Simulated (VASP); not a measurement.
# Cs (C2/m) in VASP: a series of runs

One crystal, Cs, is run at these levels: PBEsol; tasks: single point.

Program: VASP 6.6.1. These are calculated values, not measurements. Logs are shortened: lines on timing, memory, paths and dates and some standing lists are left out, and cuts for length are marked.

### Step 1. Starting point

It takes space group C2/m (No. 12, monoclinic). The conventional cell has a = 6.038 Å, b = 8.676 Å, c = 5.110 Å, α = 90.00°, β = 120.26°, γ = 90.00°.

This isn't the form of Cs at room conditions, which is bcc.

### Step 2. Single point, PBEsol

The input, INCAR:

```
ADDGRID = False
ALGO = Normal
EDIFF = 1E-4
ENCUT = 400
GGA = PS
ISIF = 2
ISMEAR = 1
LASPH = True
LCHARG = False
LREAL = False
LWAVE = False
NELM = 100
PREC = Accurate
SIGMA = 0.1
```

The input, KPOINTS:

```
k-points
0
Gamma
  8 8 8
```

The input, POSCAR:

```
Cs
1.0
    3.0190110000     -4.3381320000      0.0000000000
    3.0190110000      4.3381320000      0.0000000000
   -2.5749360000      0.0000000000      4.4138870000
Cs
1
Direct
    0.0000000000      0.0000000000      0.5000000000
```

Potentials or basis: VASP PAW PBE potentials, release 64 (Cs_sv).

The run is started by

```
$ cat potpaw_PBE.64/Cs_sv/POTCAR > POTCAR
$ mpirun -np 1 vasp_std > vasp.out
```

OUTCAR:

```text
EDIFF = 1E-4
   ENCUT = 400
   GGA = PS
   ISIF = 2
   ISMEAR = 1
   LASPH = True
   LREAL = False
   NELM = 100
   PREC = Accurate

 Found    150 irreducible k-points:

 Following reciprocal coordinates:
            Coordinates               Weight
  0.000000  0.000000  0.000000      1.000000
  0.125000  0.000000 -0.000000      4.000000
  0.250000  0.000000 -0.000000      4.000000
  0.375000  0.000000 -0.000000      4.000000
  0.500000  0.000000 -0.000000      2.000000
  0.125000  0.125000 -0.000000      2.000000
   k-points           NKPTS =    150   k-points in BZ     NKDIM =    150   number of bands    NBANDS=      8
   number of dos      NEDOS =    301   number of ions     NIONS =      1
   total plane-waves  NPLWV =  46656
   dimension x,y,z NGX =    36 NGY =   36 NGZ =   36
   dimension x,y,z NGXF=    72 NGYF=   72 NGZF=   72
   ions per type =               1
   NGX,Y,Z   is equivalent  to a cutoff of  11.32, 11.32, 11.71 a.u.
   NGXF,Y,Z  is equivalent  to a cutoff of  22.65, 22.65, 23.42 a.u.
 SYSTEM =  unknown system
   PREC   = accura    normal or accurate (medium, high low for compatibility)
   ISTART =      0    job   : 0-new  1-cont  2-samecut
   ICHARG =      2    charge: 1-file 2-atom 10-const
   ISPIN  =      1    spin polarized calculation?
   LNONCOLLINEAR =      F non collinear calculations
   LSORBIT =      F    spin-orbit coupling
   LASPH  =      T    aspherical Exc in radial PAW
   ENCUT  =  400.0 eV  29.40 Ry    5.42 a.u.   8.62  8.62  8.33*2*pi/ulx,y,z
   NELM   =    100;   NELMIN=  2; NELMDL= -5     # of ELM steps
   EDIFF  = 0.1E-03   stopping-criterion for ELM
   LREAL  =      F    real-space projection
   EDIFFG = 0.1E-02   stopping-criterion for IOM
   NSW    =      0    number of steps for IOM
   IBRION =     -1    ionic relax: 0-MD 1-quasi-New 2-CG
   NFREE  =      0    steps in history (QN), initial steepest desc. (CG)
   ISIF   =      2    stress and relaxation
   ISYM   =      2    0-nonsym 1-usesym 2-fastsym
   POTIM  = 0.5000    time-step for ionic-motion
   TEBEG  =    0.0;   TEEND  =   0.0 temperature during run
   PSTRESS=    0.0 pullay stress
   NELECT =       9.0000    total number of electrons
   NUPDOWN=      -1.0000    fix difference up-down
   EMIN   =  10.00;   EMAX   =-10.00  energy-range for DOS
   EFERMI =   0.00;   METHOD = LEGACY
   ISMEAR =     1;   SIGMA  =   0.10  broadening in eV -4-tet -1-fermi 0-gaus
   EFERMI_NEDOS =   21; number of points for ismear=-14 and -15
   IALGO  =     38    algorithm
   IMIX   =      4    mixing-type and parameters
     AMIX     =   0.40;   BMIX     =  1.00
     AMIX_MAG =   1.60;   BMIX_MAG =  1.00
  volume/ion in A,a.u.               =     115.62       780.22
  Fermi-wavevector in a.u.,A,eV,Ry     =   0.699009  1.320936  6.647992  0.488614
  Thomas-Fermi vector in A             =   1.782770
   LORBIT       =      0    0 simple, 1 ext, 2 COOP (PROOUT), +10 PAW based schemes
   GGA     = PS    functional components
   LHFCALC =     F    Hartree Fock is set to
   AEXX    =    0.0000 exact exchange contribution
   IVDW    =     0    specifies the selected vdW correction
   LEPSILON=     F    determine dielectric tensor
   LRPA    =     F    only Hartree local field effects (RPA)
 non-spin polarized calculation
 Methfessel and Paxton  Order N= 1 SIGMA  =   0.10
  energy-cutoff  :      400.00
  volume of cell :      115.62
 maximum number of plane-waves:      2123
 NGX is ok and might be reduce to    36
   NGX = 17   NGY = 17   NGZ = 17

 number of electron       8.9999999 magnetization

 Free energy of the ion-electron system (eV)
  ---------------------------------------------------
  ext. energy  EPLUGINS =         0.00000000
  ---------------------------------------------------
  free energy    TOTEN  =        -0.93225756 eV

  energy without entropy =       -0.93197406  energy(sigma->0) =       -0.93216306

 E-fermi :   0.3769     XC(G=0):  -5.4620

 val. band max:        0.3616945114   @ k =   0.0000   0.0000   0.5000
 cond. band min:       0.3824909958   @ k =   0.5000   0.3750  -0.0000
 fundamental gap:      0.0207964843
 Fermi energy:         0.3768924009

 k-point     1 :       0.0000    0.0000    0.0000
  band No.  band energies     occupation
      1     -23.4952      2.00000
      2     -10.2249      2.00000
      3     -10.2142      2.00000
      4     -10.2036      2.00000
      5      -1.3153      2.00000
      6       2.6102      0.00000
      7       2.7683      0.00000
      8       3.0699      0.00000

 k-point     2 :       0.1250    0.0000   -0.0000
  band No.  band energies     occupation
      1     -23.4944      2.00000
      2     -10.2401      2.00000
      3     -10.2212      2.00000
      4     -10.2050      2.00000
      5      -1.1552      2.00000
      6       2.4889      0.00000
      7       2.5622      0.00000
      8       3.1507      0.00000

 k-point     3 :       0.2500    0.0000   -0.0000
  band No.  band energies     occupation
      1     -23.4926      2.00000
      2     -10.2833      2.00000
      3     -10.2324      2.00000
      4     -10.2066      2.00000
      5      -0.7092      2.00000
      6       1.9875     -0.00000
      7       2.2504     -0.00000
      8       3.5687      0.00000

 k-point     4 :       0.3750    0.0000   -0.0000
  band No.  band energies     occupation
      1     -23.4907      2.00000
      2     -10.3264      2.00000
      3     -10.2428      2.00000
      4     -10.2079      2.00000
      5      -0.0954      2.00000
      6       1.4437     -0.00000
      7       2.0351     -0.00000
      8       3.8623      0.00000

 k-point     5 :       0.5000    0.0000   -0.0000
  band No.  band energies     occupation
      1     -23.4900      2.00000
      2     -10.3441      2.00000
      3     -10.2471      2.00000
      4     -10.2083      2.00000
      5       0.3221      1.79054
      6       1.1119     -0.00000
      7       1.9546     -0.00000
      8       3.7572      0.00000

 k-point     6 :       0.1250    0.1250   -0.0000
  band No.  band energies     occupation
      1     -23.4933      2.00000
      2     -10.2628      2.00000
      3     -10.2314      2.00000
      4     -10.2088      2.00000
      5      -0.8596      2.00000
      6       2.1807     -0.00000
      7       2.2626     -0.00000
      8       3.4418      0.00000

 [... further k-points ...]
[... 5 lines left out ...]
  --------------------------------------------------------------------------------------
  -------------------------------------------------------------------------------------
  Total       -0.0708211     -0.0660219     -0.0894531      0.0000000      0.0000000     -0.0461824
  in kB       -0.9814190     -0.9149128     -1.2396170      0.0000000      0.0000000     -0.6399833
  external PRESSURE =      -1.0453162 kB  Pullay stress =       0.0000000 kB

 VOLUME and BASIS-vectors are now :
 -----------------------------------------------------------------------------
  energy-cutoff  :      400.00
  volume of cell :      115.62
      direct lattice vectors                 reciprocal lattice vectors
     3.019011000 -4.338132000  0.000000000     0.165617151 -0.115256982  0.096616330
     3.019011000  4.338132000  0.000000000     0.165617151  0.115256982  0.096616330
    -2.574936000  0.000000000  4.413887000     0.000000000  0.000000000  0.226557680

 POSITION                                       TOTAL-FORCE (eV/Angst)
 -----------------------------------------------------------------------------------
     -1.28747      0.00000      2.20694         0.000000      0.000000      0.000000
 -----------------------------------------------------------------------------------
    total drift:                                0.000000     -0.000000      0.000000

  FREE ENERGIE OF THE ION-ELECTRON SYSTEM (eV)
  ---------------------------------------------------
  free  energy   TOTEN  =        -0.9322575557 eV

  energy  without entropy=       -0.9319740643  energy(sigma->0) =       -0.93216306
```

It took 26 s on 1 thread of Intel Xeon Platinum 8488C (Sapphire Rapids), shared host; peak memory 0.24 GiB.

These settings aren't checked as converged: the numbers below hold their error.

Results:

```
Free energy            : -0.9323 eV
Pressure               : -0.1 GPa
Band gap on the k mesh : none (metal or under the smearing width)
```

Caveat: the PAW data sets were made with another functional, which shifts forces and pressure a little.

### Step 3. Single point, PBEsol

INCAR is that of step 2.

KPOINTS is that of step 2.

The input, POSCAR:

```
Cs
1.0
    3.0286440000     -4.4025590000     -0.0553060000
    2.9811710000      4.3695220000      0.0984760000
   -2.5313490000      0.0923220000      4.3694900000
Cs
1
Direct
   -0.0054440000      0.0010830000      0.4979030000
```

Potentials or basis: VASP PAW PBE potentials, release 64 (Cs_sv).

The run is started by

```
$ cat potpaw_PBE.64/Cs_sv/POTCAR > POTCAR
$ mpirun -np 1 vasp_std > vasp.out
```

Wall time 66 s (1 thread of Intel Xeon Platinum 8488C (Sapphire Rapids), shared host); peak memory 0.3 GiB.

These settings aren't checked as converged: the numbers below hold their error.

What came out:

| Quantity | Value |
| --- | --- |
| Free energy | -0.9315 eV |
| Pressure | -0.1 GPa |
| Band gap on the k mesh | none (metal or under the smearing width) |

Caveat: the PAW data sets were made with another functional, which shifts forces and pressure a little.

### Step 4. For comparison

An earlier run on the cell as given: functional PBE; potentials or basis VASP PAW PBE potentials, release 64 (Cs_sv); cutoff 520 eV; k mesh 6 × 6 × 6; occupations fermi-dirac, width 0.05 eV; no spin polarisation.

- Pressure: 0.0 GPa
- Band gap on the k mesh: none (metal or under the smearing width)
